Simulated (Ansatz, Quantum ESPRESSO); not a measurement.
**MnO2: programs and potentials compared**

```xyz
3
Lattice="1.4284 0.8247 4.5839 -1.4284 0.8247 4.5839 0.0000 -1.6494 4.5839" Properties=species:S:1:pos:R:3 pbc="T T T"
Mn    0.0000    0.0000    0.0000
O     0.0000    0.0000   10.1163
O     0.0000    0.0000    3.6355
```

Measurements of this composition are mostly on another form, of space group No. 136.

Alike in all runs: task single point; functional PBEsol; k mesh 11 × 11 × 11; occupations fermi-dirac, width 0.05 eV; collinear spin, ferromagnetic start; no spin-orbit coupling. Pressure is positive in compression and, in plane waves, holds the error of the finite cutoff, which Ansatz's Pulay term estimates and takes out.

```csv
program and potentials,plane-wave cutoff (eV),notes,pressure (GPa),net moment per atom (μB),largest force (eV/Å)
"Ansatz, Ansatz PAW",420,"potentials made for PBE, which Ansatz adapts in part; Pulay term of +0.82 GPa included",-2.01,1.00,0.163
"Quantum ESPRESSO, GBRV 1.5 PBEsol",612,-,-1.46,1.00,0.120
"Ansatz, all-electron LAPW, scalar-relativistic",-,-,?,?,?
```

Q: Estimate from the other rows what the run with Ansatz, all-electron LAPW, scalar-relativistic gave.

A: Pressure -1.98 GPa; net moment per atom 1.00 μB; largest force 0.161 eV/Å. The other rows, which needn't bracket it: pressure -2.01 to -1.46; net moment per atom 1.00; largest force 0.120 to 0.163.
